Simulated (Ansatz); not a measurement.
# LiH: the change of pressure and energy above given cell with volume ratio

Results calculated with Ansatz 0.2.0, not measured. Plane-wave density functional theory, PAW datasets, Gaussian smearing 0.05 eV: equation of state, the given cell scaled in volume with shape and atoms relaxed at each volume.

The cell before it is scaled or strained (space group Fm-3m, No. 225):
```
LiH
1.0
      0.0000     1.9900     1.9900
      1.9900     0.0000     1.9900
      1.9900     1.9900     0.0000
Li H
1 1
Direct
  0.00000 0.00000 0.00000
  0.50000 0.50000 0.50000
```

Settings of every row: paw set soft_2; functional PBEsol; spin treatment none; moment partition spheres; spin axis none; wave cutoff 420 eV; k mesh 14x14x14; symmetry use detected.

Atom hubbard u: 0 on all atoms.

| row | volume ratio | V (Å³/atom) | pressure (GPa) | energy above given cell (meV per atom) |
| --- | --- | --- | --- | --- |
| 1 | 0.96 | 7.565 | 1.616 | 1.54 |
| 2 | 0.98 | 7.723 | ? | ? |
| 3 | 1 | 7.88 | -0.002 | 0 |
| 4 | 1.02 | 8.038 | -0.712 | 0.35 |
| 5 | 1.04 | 8.195 | -1.365 | 1.38 |

Question: what pressure and energy above given cell should row 2 give?

Worked fit of pressure. Take u = (V_r/V)^(2/3) − 1 with V_r = 7.959 Å³ an atom, which is twice the finite (Eulerian) strain; such expansions in the strain, on which the Birch-Murnaghan equation of state is built, carry the rest volume and the bulk modulus. The shown rows have u = 0.03443, 0.00667, -0.00656, -0.01929. Least squares give pressure = −0.3648 + 53.867 × u + 106.32 × u² GPa; a straight line predicts inner rows, each left out in turn, worse (root mean square 0.047 against 0.0033 GPa). The rows lie off it by 0.000, -0.001, 0.002, -0.001. The pressure vanishes at u = 0.0067, or V = 7.88 Å³ an atom, and there the bulk modulus with shape and atoms relaxed is B = −V dP/dV = (2/3)(1 + u) dP/du = 37.1 GPa. The withheld row has u = 0.02027, so the fit gives −0.3648 + 53.867 × (0.02027) + 106.32 × (0.02027)² = 0.771 GPa.

The calculation gave 0.772 GPa. The fit lies 0.001 GPa (0.034 % of the column's range) below it, one unit of the last digit.

Worked fit of energy above given cell. Take u = (V_r/V)^(2/3) − 1 with V_r = 7.959 Å³ an atom, which is twice the finite (Eulerian) strain; such expansions in the strain, on which the Birch-Murnaghan equation of state is built, carry the rest volume and the bulk modulus. The shown rows have u = 0.03443, 0.00667, -0.00656, -0.01929. Least squares give energy above given cell = 0.089 − 27.66 × u + 2028.3 × u² meV per atom; a straight line predicts inner rows, each left out in turn, worse (root mean square 0.89 against 0.015 meV per atom). The rows lie off it by 0.00, 0.01, -0.01, 0.00. Its lowest point lies at u = 0.0068, or V = 7.878 Å³ an atom, and the curvature there gives the bulk modulus with shape and atoms relaxed, B = (4/9)(1 + u)² E″(u)/V = 37.2 GPa. The withheld row has u = 0.02027, so the fit gives 0.089 − 27.66 × (0.02027) + 2028.3 × (0.02027)² = 0.36 meV per atom.

The calculation gave 0.37 meV per atom. The fit lies 0.01 meV per atom (2.7 % of the value, 0.65 % of the column's range) below it, one unit of the last digit.
